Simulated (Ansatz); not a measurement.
ScAl3 under changes of volume

One of the cells (17.077 Å³/atom); the others are scaled copies at fixed shape and fractional positions:

```
CELL_PARAMETERS angstrom
4.08781 0.00000 0.00000
0.00000 4.08781 0.00000
0.00000 0.00000 4.08781
ATOMIC_POSITIONS crystal
Sc 0.00000 0.00000 0.00000
Al 0.50000 0.50000 0.00000
Al 0.00000 0.50000 0.50000
Al 0.50000 0.00000 0.50000
```

The cell is a database's computed one.

```yaml
Program: Ansatz 0.2.0
Functional: PBEsol
Potentials_or_basis: Ansatz PAW
Cutoff: "420 eV (not typed: the program's choice for these potentials)"
k_mesh: 7 × 7 × 7
Occupations: fermi-dirac, width 0.05 eV
Spin: no spin polarisation
```

```csv
volume (Å³/atom),energy over the lowest point (meV/atom),pressure (GPa)
16.052,?,?
16.394,3.71,2.8
16.735,0.00,0.7
17.077,0.45,-1.1
17.419,4.67,-2.8
17.760,12.28,-4.3
18.102,22.96,-5.7
```

Task: What does the run at 16.052 Å³/atom give?

Result: Energy over the lowest point 12.02 meV/atom; pressure 5.1 GPa.

Worked out: A Birch-Murnaghan fit of order 3 (a polynomial in V^(-2/3)) to the other rows has its minimum at 16.87 Å³/atom with B0 = V·E''(V) = 93 GPa and B' = 4.1. It gives 12.07 meV/atom at 16.052 Å³/atom, against the run's 12.02, and -dE/dV = 5.1 GPa, against 5.1.

Energies are extrapolated to zero smearing.

Caveats: the PAW data sets come from PBE, with cores solved anew for the run's functional, which leaves a small shift of forces and pressure.
